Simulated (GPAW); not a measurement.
Crystal: PtS2.

```
Pt S
1.0
     3.54320    0.00000    0.00000
    -1.77160    3.06850    0.00000
     0.00000    0.00000    5.03880
Pt S
1 2
Direct
  0.00000 0.00000 0.00000
  0.66667 0.33333 0.77300
  0.33333 0.66667 0.22700
```

| Item | Value |
| --- | --- |
| Program | GPAW 26.7.0 |
| Task | relaxation of cell and atoms |
| Functional | PBE |
| Dispersion | D3(BJ) |
| Potentials or basis | GPAW PAW data sets (gpaw-data 1.2.1) |
| Cutoff | 600 eV |
| Basis | pw |
| k mesh | 9 × 9 × 5 |
| Occupations | fermi-dirac, width 0.05 eV |
| Spin | no spin polarisation |

At the start: pressure 7.9 GPa; volume 18.26 Å³/atom.

**Question.** How do energy, volume and symmetry change on relaxing?

**Answer.** Over 15 steps the energy falls by 49.6 meV/atom and the volume is 17.23 Å³/atom (-5.6 %); space group P-3m1 (No. 164, to 0.05 Å).

The path:
```csv
step,energy change (eV),largest force (eV/Å),pressure (GPa),volume (Å³)
1,0.0000,1.3248,7.92,54.78
2,-0.0686,0.8588,4.17,55.49
3,-0.1121,0.2006,-0.80,56.48
4,-0.1140,0.1261,-1.22,56.48
5,-0.1179,0.0016,-1.64,56.23
6,-0.1219,0.0807,-1.48,55.67
7,-0.1248,0.0823,-0.71,54.97
8,-0.1261,0.0313,-0.01,54.57
9,-0.1274,0.0274,0.53,54.28
10,-0.1300,0.1083,1.20,53.81
11,-0.1353,0.2031,1.94,52.94
12,-0.1419,0.2413,2.16,51.83
13,-0.1465,0.1632,1.31,51.44
14,-0.1487,0.0443,0.20,51.65
15,-0.1489,0.0034,-0.01,51.70
```

Final structure:
```yaml
crystal:
  lattice:
    - [3.58483, 0.00000, 0.00000]
    - [-1.79242, 3.10456, 0.00000]
    - [0.00000, 0.00000, 4.64568]
  atoms:
    - { symbol: Pt, position: [0.00000, 0.00000, 0.00000] }
    - { symbol: S, position: [0.66667, 0.33333, 0.73995] }
    - { symbol: S, position: [0.33333, 0.66667, 0.26005] }
```

Caveat: later steps reuse the first step's grids; pairwise dispersion overbinds metals, which lowers pressure and volume.
